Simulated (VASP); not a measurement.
PbSe (Clausthalite):

```
CELL_PARAMETERS angstrom
0.00000 3.06065 3.06065
3.06065 0.00000 3.06065
3.06065 3.06065 0.00000
ATOMIC_POSITIONS crystal
Pb 0.00000 0.00000 0.00000
Se 0.50000 0.50000 0.50000
```

| Item | Value |
| --- | --- |
| Program | VASP 6.6.1 |
| Task | relaxation of cell and atoms |
| Functional | PBE |
| Potentials or basis | VASP PAW PBE potentials, release 64 (Pb, Se) |
| Cutoff | 300 eV |
| k mesh | 4 × 4 × 4 |
| Occupations | gaussian, width 0.03 eV |
| Spin | no spin polarisation |

At the start: pressure 2.2 GPa; volume 28.67 Å³/atom.

Question: Where does the relaxation end?

Answer: Over 3 steps the energy falls by 7.8 meV/atom and the volume is 29.87 Å³/atom (+4.2 %); space group Fm-3m (No. 225, to 0.05 Å).

The path:
```tsv
step	energy change (eV)	largest force (eV/Å)	pressure (GPa)	volume (Å³)
1	0.0000	0.0000	2.18	57.34
2	-0.0137	0.0000	-0.69	60.63
3	-0.0157	0.0000	0.00	59.74
```

Final structure:
```cif
data_structure
_symmetry_space_group_name_H-M 'P 1'
_symmetry_Int_Tables_number 1
_cell_length_a 4.3879
_cell_length_b 4.3879
_cell_length_c 4.3879
_cell_angle_alpha 60.000
_cell_angle_beta 60.000
_cell_angle_gamma 60.000
_cell_volume 59.74
loop_
_atom_site_label
_atom_site_type_symbol
_atom_site_fract_x
_atom_site_fract_y
_atom_site_fract_z
_atom_site_occupancy
Pb1 Pb 0.00000 0.00000 0.00000 1
Se1 Se 0.50000 0.50000 0.50000 1
```

Caveat: the k mesh is coarse (spacing up to 0.44 Å⁻¹), so the values aren't converged.
